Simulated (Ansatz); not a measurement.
Program: Ansatz. Geometries: PBE0-D4/def2-TZVP. ΔE: electronic, gas phase. CBS: MP2 limit from def2 TZ/QZ plus the TZ coupled-cluster correction, frozen cores. This one scheme is used for every species. Triplets are unrestricted, without spin–orbit coupling.

Consider the formal loss of a carbene: `CC1CCCCN1` → `[CH2]` (triplet) + `C1CCNCC1`.

```json
{"species": "`CC1CCCCN1`", "MP2/def2-QZVPP energy (Eh)": "-290.67708"}
{"species": "`[CH2]` (triplet)", "MP2/def2-QZVPP energy (Eh)": "-39.06604"}
{"species": "`C1CCNCC1`", "MP2/def2-QZVPP energy (Eh)": "-251.43611"}
```

(1) Work out ΔE.

Largest T1 diagnostic among the species: 0.011.

Answers

(1) ΔE = (-39.06604) + (-251.43611) − (-290.67708) = 0.17493 Eh = +459.3 kJ/mol. CCSD(T)/CBS gives +449.9 kJ/mol.

In def2-TZVPP, CCSD(T) changes the Hartree–Fock value by +141.7 kJ/mol (the triples alone add +12.1 kJ/mol) and MP2 by +155.9 kJ/mol. The D4 term adds +12.7 kJ/mol with B3LYP and +7.2 kJ/mol with PBE0; it sums over pairs of atoms, weighted by their polarisabilities, and B3LYP, whose exchange is more repulsive, gets the larger term. From r2SCAN to r2SCAN0 (25 % exact exchange), in def2-TZVPP and without D4, ΔE moves by −4.0 kJ/mol.

B3LYP here is the variant with VWN-RPA as its local correlation; programs differ in this.
